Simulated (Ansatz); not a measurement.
# Sn: response to strain

Sn is deformed so: z strained by +1.5 % at fixed volume. What stress and forces result, by LAPW, PAW and all-electron datasets made for the crystal?

Computed with Ansatz 0.2.0 (DFT PBE, scalar-relativistic, unless a step's input says otherwise).

1 further run of the same task is left out (it didn't finish).

### 1 Starting point

It takes space group I4/mmm (No. 139, tetragonal). Conventional cell: a = 3.181 Å, b = 3.181 Å, c = 5.831 Å, α = 90.00°, β = 90.00°, γ = 90.00°. Sn (site symmetry 4/mmm) has 4 Sn at 3.18 Å as nearest neighbours.

Structure file:

```cif
data_structure
_symmetry_space_group_name_H-M 'P 1'
_symmetry_Int_Tables_number 1
_cell_length_a 3.6827
_cell_length_b 3.6827
_cell_length_c 3.6827
_cell_angle_alpha 128.816
_cell_angle_beta 128.816
_cell_angle_gamma 75.306
_cell_volume 29.51
loop_
_atom_site_label
_atom_site_type_symbol
_atom_site_fract_x
_atom_site_fract_y
_atom_site_fract_z
_atom_site_occupancy
Sn1 Sn 0.00000 0.00000 0.00000 1
```

### 2 The deformed structure

Space group I4/mmm before, I4/mmm after.

### 3 All-electron LAPW

input.yaml reads:

```yaml
crystal:
  lattice:
    - [-1.5789519386, 1.5789519386, 2.95938475]
    - [1.5789519386, -1.5789519386, 2.95938475]
    - [1.5789519386, 1.5789519386, -2.95938475]
  atoms:
    - { symbol: Sn, position: [0.0, 0.0, 0.0] }
kpoints:
  mp_grid: { grid: [15, 15, 18] }
scf:
  occupations: { method: fermi_dirac, width: 0.08 }
hamiltonian:
  xc: pbe
  pseudopotentials: { kind: all_electron, lapw: { basis_error: 0.00025 } }
output:
  forces: true
  stress: true
  eigenvalues: true
```

The log of the run, cut to the lines that bear on the results:

```text
Warning: crystal.symmetry: narrowed to the stabiliser of the k-point mesh — unitary ops 16 → 4; excluded 12 operations that carry a point of the 15×15×18 mesh (shift [0, 0, 0]) off the mesh (the run samples exactly the mesh kpoints.mp_grid names, as under crystal.symmetry.detect: false, [...]
LAPW: plane waves up to 7.611 Å⁻¹, error target 2.5e-4 eV per atom; small_component_spin mean_spin; Sn in spheres of 1.579 Å, 22 of its electrons in bands, Dirac shells []
[...]
Pseudopotentials: kind: all_electron
Pseudopotential: Sn, LAPW, valence charge 22, Koelling and Harmon's equation, gaussian nucleus
Functional definition: PBE
[...]
Crystal: 1 atoms, lattice volume = 29.512 Å³
Basis set: ecut = 220.67839003034388 eV, 227 PW (Γ), FFT grids on a1+a3, a2+a3, a3, exchange–correlation at level 2
Bands: 15, of which v1, the nominal top of the filled ones, is band 11 counted from 1 (10 counted from 0)
Symmetry: 4 space group operations
k-points: 1088 of 4050
[...]
SCF iter   1: F=—  HF=-168089.340838 eV  |F-HF|=—  |Δ(HF+E_count)|=         —  Δρ=7.54e-3  dr2=1.57e-2  ethr=7.12e-5  ⟨swp⟩=3.1  Hψ=114783  notcnv=0
[...]
the basis was enlarged: its passes take 113.1 KiB over the memory plan, 1 of 1 planned eigensolver slots
[...]
SCF iter   8: F=-168089.328364 eV  HF=-168089.328364 eV  |F-HF|=6.02e-9  |Δ(HF+E_count)|=   1.26e-8  Δρ=5.21e-6  dr2=9.23e-9  ethr=6.04e-10  ⟨swp⟩=2.0  Hψ=47046  notcnv=0
[...]
SCF converged after 8 iterations
Free energy (F): -168089.328364 eV
[...]
E sigma→0 (E₀):  -168089.321669 eV
Entropy (-TS):   -0.013389 eV (-13.389 meV/atom)
Fermi energy:    12.407717 eV
[...]
--- Forces (eV/Å), atoms counted from 1 ---
  atom   1  Sn     0.00000000     0.00000000     0.00000000
[...]
--- Stress (GPa, compression-positive) ---
       -0.448238       0.022715      -0.021526
        0.022715      -0.448238      -0.021526
       -0.021526      -0.021526      -3.440780
  P = ⅓ Tr σ = -1.4458 GPa (-14.458 kbar)
--- Band table (eV; the first three rows and the last of 1088) ---
  k-point 0: bands = ["-117.0848", "-72.8884", "-72.8550", "-72.8545", "-9.2601", "-9.1698", "-9.0708", "-9.0704", "-8.9853", "1.8142", "17.8559", "19.7249", "19.7253", "22.4551", "23.4398"]
[...]
```

It took 48 s on 1 thread, shared host.

In short: pressure -1.45 GPa; no gap.

### 4 PAW with frozen cores

Edit input.yaml of step 3 so:

```diff
@@ -13,3 +13,3 @@
   xc: pbe
-  pseudopotentials: { kind: all_electron, lapw: { basis_error: 0.00025 } }
+  pseudopotentials: { kind: paw }
 output:
@@ -18 +18,2 @@
   eigenvalues: true
+  efg: { contact_densities: true }
```

The log of the run, cut to the lines that bear on the results:

```text
Warning: crystal.symmetry: narrowed to the stabiliser of the k-point mesh — unitary ops 16 → 4; excluded 12 operations that carry a point of the 15×15×18 mesh (shift [0, 0, 0]) off the mesh (the run samples exactly the mesh kpoints.mp_grid names, as under crystal.symmetry.detect: false, [...]
Sn: output.efg is read without spin–orbit coupling, which moves field gradients at and beside such atoms by some per cent and up to a factor of two; PAW files take it under magnetization.noncollinear and magnetization.spin_orbit
[...]
Pseudopotentials: kind: paw
Pseudopotential: Sn, paw, valence charge 14, recommended cutoff 420 eV (normal)
Functional definition: PBE
[...]
Crystal: 1 atoms, lattice volume = 29.512 Å³
Basis set: ecut = 420 eV, 581 PW (Γ), exchange–correlation on 50×50×50 points (8 copies of the dense FFT grid, shifted against one another)
Bands: 11, of which v1, the nominal top of the filled ones, is band 7 counted from 1 (6 counted from 0)
Symmetry: 4 space group operations
k-points: 1088 of 4050
[...]
SCF iter   6: F=-6024.105437 eV  HF=-6024.105437 eV  |F-HF|=1.34e-9  |Δ(HF+E_count)|=   1.73e-8  Δρ=2.25e-6  dr2=1.66e-9  ethr=1.57e-10  ⟨swp⟩=2.4  Hψ=40609  notcnv=0
[...]
SCF converged after 6 iterations
Free energy (F): -6024.105437 eV
[...]
E sigma→0 (E₀):  -6024.098744 eV
Entropy (-TS):   -0.013387 eV (-13.387 meV/atom)
Fermi energy:    9.703604 eV
[...]
--- Forces (eV/Å), atoms counted from 1 ---
  atom   1  Sn    -0.00000000     0.00000000     0.00000000
[...]
--- Stress (GPa, compression-positive) ---
       -0.447453       0.022453      -0.021661
        0.022453      -0.447453      -0.021661
       -0.021661      -0.021661      -3.441562
  P = ⅓ Tr σ = -1.4455 GPa (-14.455 kbar)
--- PAW observables at the nuclei: V_zz in 10²¹ V/m², potentials from the cell's mean, atoms counted from 1 ---
  atom   1  Sn V_zz =    +9.272693   η = 0.0186   by run symmetry: allowed
            electrostatic potential = -8173.150041 V   contact ρ = 1236435.243792 e/Å³
--- Band table (eV; the first three rows and the last of 1088) ---
  k-point 0: bands = ["-11.9602", "-11.8746", "-11.7744", "-11.7739", "-11.6852", "-0.8901", "15.1512", "17.0223", "17.0227", "19.7517", "20.7372"]
[...]
```

Run time: 10 s. Hardware: 1 thread, shared host.

Read from it: pressure -1.45 GPa; no gap; Vzz Sn 9.3 (10²¹ V/m²).

### 5 All-electron PAW on datasets made for the crystal

Edit input.yaml of step 4 so:

```diff
@@ -13,3 +13,3 @@
   xc: pbe
-  pseudopotentials: { kind: paw }
+  pseudopotentials: { kind: all_electron, datasets: crystal }
 output:
```

The log of the run, cut to the lines that bear on the results:

```text
Warning: crystal.symmetry: narrowed to the stabiliser of the k-point mesh — unitary ops 16 → 4; excluded 12 operations that carry a point of the 15×15×18 mesh (shift [0, 0, 0]) off the mesh (the run samples exactly the mesh kpoints.mp_grid names, as under crystal.symmetry.detect: false, [...]
Sn: output.efg is read without spin–orbit coupling, which moves field gradients at and beside such atoms by some per cent and up to a factor of two; PAW files take it under magnetization.noncollinear and magnetization.spin_orbit
[...]
Pseudopotentials: kind: all_electron
Pseudopotential: Sn, paw, valence charge 14, recommended cutoff 240 eV (normal), Koelling and Harmon's equation, gaussian nucleus
Functional definition: PBE
[...]
Crystal: 1 atoms, lattice volume = 29.512 Å³
Basis set: ecut = 240 eV, 251 PW (Γ), exchange–correlation on 40×40×40 points (8 copies of the dense FFT grid, shifted against one another)
Bands: 11, of which v1, the nominal top of the filled ones, is band 7 counted from 1 (6 counted from 0)
[...]
Past the cutoffs: a stress includes 0.0025 GPa for waves and charges beyond them, in addition to the slope of what the spheres take
In the spheres:  the bands' charges fall short by 7.2e-7 e at most (sound up to 1e-3)
Fermi energy:    12.407715 eV
[...]
  The terms above E_closure are by the made datasets' own strengths, without shells solved beside the bands.
--- Forces (eV/Å), atoms counted from 1 ---
  atom   1  Sn    -0.00000000    -0.00000000     0.00000000
[...]
--- Stress (GPa, compression-positive) ---
       -0.447511       0.022728      -0.021516
        0.022728      -0.447511      -0.021516
       -0.021516      -0.021516      -3.440614
  P = ⅓ Tr σ = -1.4452 GPa (-14.452 kbar)
--- PAW observables at the nuclei: V_zz in 10²¹ V/m², potentials from the cell's mean, atoms counted from 1 ---
  atom   1  Sn V_zz =    +9.442012   η = 0.0182   by run symmetry: allowed
            electrostatic potential = -8173.118759 V   contact ρ = 1236347.366563 e/Å³
--- Band table (eV; the first three rows and the last of 1088) ---
  k-point 0: bands = ["-9.2602", "-9.1696", "-9.0707", "-9.0703", "-8.9853", "1.8142", "17.8560", "19.7249", "19.7253", "22.4551"]
[...]
```

Wall time 70 s (1 thread, shared host).

Result: pressure -1.45 GPa; no gap; Vzz Sn 9.4 (10²¹ V/m²).

### 6 Stress and forces compared

Stress (GPa, compression positive):

```tsv
method	xx	yy	zz	yz	xz	xy
LAPW	-0.45	-0.45	-3.44	-0.02	-0.02	0.02
PAW	-0.45	-0.45	-3.44	-0.02	-0.02	0.02
crystal datasets	-0.45	-0.45	-3.44	-0.02	-0.02	0.02
```

| method | pressure (GPa) | Vzz Sn (10²¹ V/m²) | SCF cycles, all passes | time |
| --- | --- | --- | --- | --- |
| LAPW | -1.45 | – | 8 | 48 s |
| PAW | -1.45 | 9.27 | 6 | 10 s |
| crystal datasets | -1.45 | 9.44 | 9 | 70 s |

### 7 Results

```
                                 quantity                                              value
                                 pressure  LAPW -1.45, PAW -1.45, crystal datasets -1.45 GPa
largest shear or deviatoric stress (LAPW)                                           2.00 GPa
```

The largest part of the stress beyond the pressure is 2.00 GPa in size, in the zz component. No run of the undeformed cell stands beside it, so the pressure holds what the given cell had before the change. PAW: stress within 0.01 GPa of LAPW. Crystal datasets: stress within 0.01 GPa of LAPW. The k mesh doesn't keep the crystal's whole symmetry, which leaves small spurious terms.
